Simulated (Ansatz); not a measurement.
# SiO2: response to a stretch of c alone

How does SiO2 answer a stretch of c alone between -2 and +2 %? At each strain the rest of the cell is held and the atoms relax, within the symmetry that is left.

Method: DFT r2SCAN, scalar-relativistic, plane waves, PAW, in Ansatz 0.2.0.

2 further runs of the same task are left out: 2 set aside as unsound or not needed.

### 1 The starting structure

Symmetry: Imma, No. 74, orthorhombic system. The conventional cell has a = 5.247 Å, b = 9.551 Å, c = 8.885 Å, α = 90.00°, β = 90.00°, γ = 90.00°. Si (site symmetry m) is surrounded by 4 O at 1.60 to 1.61 Å. O (site symmetry mm2) has 2 Si at 1.61 Å in its first shell of neighbours. O (site symmetry 2) has 2 Si at 1.61 Å in its first shell of neighbours. Around O (site symmetry 2/m) lie 2 Si at 1.60 Å.

Coordinates:

```
CELL_PARAMETERS angstrom
-2.62355 4.77554 4.44230
2.62355 -4.77554 4.44230
2.62355 4.77554 -4.44230
ATOMIC_POSITIONS crystal
Si 0.92942 0.84483 0.08459
Si 0.73976 0.15517 0.58459
Si 0.07058 0.15517 0.91541
Si 0.26024 0.84483 0.41541
O 0.13070 0.88070 0.25000
O 0.86930 0.11930 0.75000
O 0.79283 0.50000 0.79283
O 0.20717 0.00000 0.70717
O 0.20717 0.50000 0.20717
O 0.79283 0.00000 0.29283
O 0.00000 0.00000 0.00000
O 0.50000 0.00000 0.50000
```

It goes back to an entry of the Materials Project, which need not be the stable form.

It is the result of an earlier relaxation at this level (volume 18.55 Å³/atom; gap on the mesh: 6.18 eV).

The unstrained cell was computed beforehand with the same settings: E(σ→0) = -7120.1362 eV for 12 atoms, gap 6.18 eV over the zone.

### 2 Strain -1.0 %

input.yaml reads:

```yaml
crystal:
  lattice:
    - [-2.6215233491, 4.77922677, 4.4388792886]
    - [2.6424744744, -4.7410902158, 4.4102552869]
    - [2.597311033, 4.7277886662, -4.397881924]
  atoms:
    - { symbol: Si, position: [0.929415159, 0.8448275437, 0.0845876153] }
    - { symbol: Si, position: [0.7397600716, 0.1551724563, 0.5845876153] }
    - { symbol: Si, position: [0.070584841, 0.1551724563, 0.9154123847] }
    - { symbol: Si, position: [0.2602399283, 0.8448275437, 0.4154123847] }
    - { symbol: O, position: [0.1307005224, 0.8807005224, 0.25] }
    - { symbol: O, position: [0.8692994776, 0.1192994776, 0.75] }
    - { symbol: O, position: [0.7928299677, 0.5, 0.7928299677] }
    - { symbol: O, position: [0.2071700323, 0.0, 0.7071700323] }
    - { symbol: O, position: [0.2071700323, 0.5, 0.2071700323] }
    - { symbol: O, position: [0.7928299677, 0.0, 0.2928299677] }
    - { symbol: O, position: [0.0, 0.0, 0.0] }
    - { symbol: O, position: [0.5, 0.0, 0.5] }
basis:
  ecutwfc: 500
kpoints:
  mp_grid: { grid: [6, 6, 6] }
hamiltonian:
  xc: r2scan
scf:
  occupations: { method: gaussian, width: 0.02 }
output:
  forces: true
  stress: true
  eigenvalues: true
relax:
  adjacent_minimum: "off"
  f_tol: 0.008
  max_steps: 40
```

On the command line:

```console
> ansatz run input.yaml --threads 2 --pin off --max-ram 5120MiB --backend cpu --events-out ev --progress --plain --runs-dir out
```

Further runs follow: seeking the band edges at -1.0 %; the cell strained by +1.0 %; the gap over the whole zone at +1.0 %; strain -2.0 %; seeking the band edges at -2.0 %; strain +2.0 %; the gap over the whole zone at +2.0 %.

Q: Predict the outcome of this session. Wanted: (1/V) d²E/dε² at zero strain, cubic fit; gap shift, negative and positive side.

As calculated:

| quantity | value |
| --- | --- |
| largest energy cost | 3.5 meV/atom at +2.0 % |
| (1/V) d²E/dε² at zero strain, cubic fit | 122 GPa |
| gap shift, negative and positive side | -12, -8 meV per % |

From the curvature follows the elastic constant along c at held a and b: 122 GPa. Compression by 2 % costs 2.2 meV/atom and stretching 3.5. The gap runs from 6.23 eV at -2.0 % through 6.18 to 6.15 eV at +2.0 %.
